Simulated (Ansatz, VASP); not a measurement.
## PtS2 in VASP and in Ansatz

Contents of INCAR:

```
SYSTEM = PtS2
PREC = Accurate
ENCUT = 520
EDIFF = 1E-7
ISMEAR = 0
SIGMA = 0.05
LREAL = .False.
LASPH = .True.
NELM = 80
ALGO = Normal
ISIF = 2
LWAVE = .False.
LCHARG = .False.
GGA = PS
NBANDS = 18
```

KPOINTS

```
Automatic mesh
0
Gamma
  12 12 8
  0 0 0
```

File POSCAR:

```
PtS2
1.0
    3.5431994758      0.0000000000      0.0000000000
   -1.7715997379      3.0685007567      0.0000000000
    0.0000000000      0.0000000000      5.0388000000
Pt S
1 2
Direct
    0.0000000000      0.0000000000      0.0000000000
    0.3333333333      0.6666666667      0.2500000000
    0.6666666667      0.3333333333      0.7500000000
```

Input for Ansatz:

```yaml
crystal:
  lattice:
    - [3.5431994758, 0.0, 0.0]
    - [-1.7715997379, 3.0685007567, 0.0]
    - [0.0, 0.0, 5.0388]
  atoms:
    - { symbol: Pt, position: [0.0, 0.0, 0.0] }
    - { symbol: S, position: [0.3333333333, 0.6666666667, 0.25] }
    - { symbol: S, position: [0.6666666667, 0.3333333333, 0.75] }
basis:
  ecutwfc: 420
kpoints:
  mp_grid: { grid: [12, 12, 8] }
hamiltonian:
  xc: pbesol
scf:
  occupations: { method: gaussian, width: 0.05 }
output:
  forces: true
  stress: true
  eigenvalues: true
```

Alike in both runs: task single point; functional PBEsol; k mesh 12 × 12 × 8; occupations gaussian, width 0.05 eV; no spin polarisation.

```csv
,VASP,Ansatz
version,VASP 6.6.1,Ansatz 0.2.0
potentials or method,"VASP PAW PBE potentials, release 64 (Pt, S)","scalar-relativistic, plane waves, PAW"
plane-wave cutoff (eV),520,420
valence electrons in the cell,22,30
```

|  | VASP | Ansatz | Ansatz less VASP |
| --- | --- | --- | --- |
| gap on the k mesh at the Fermi level (eV) | 0.49 | 0.48 | -0.005 |
| least direct gap on the mesh (eV) | 0.73 | 0.72 | -0.010 |
| pressure (GPa) | -3.1 | -2.8 | +0.27 |
| largest component of the traceless stress (GPa) | 1.51 | 1.62 | +0.109 |
| rms of the force components (eV/Å) | 0.279 | 0.267 | -0.0118 |

Atom by atom the forces differ by 0.012 eV/Å (rms over components). The two sets of potentials don't hold the same shells in valence.

Caveats: the PAW data sets were made with another functional, which shifts forces and pressure a little (VASP); spin-orbit coupling is left out, which moves the levels of the heavy elements; the cell's inner coordinates are idealised or old, which leaves forces on the atoms.
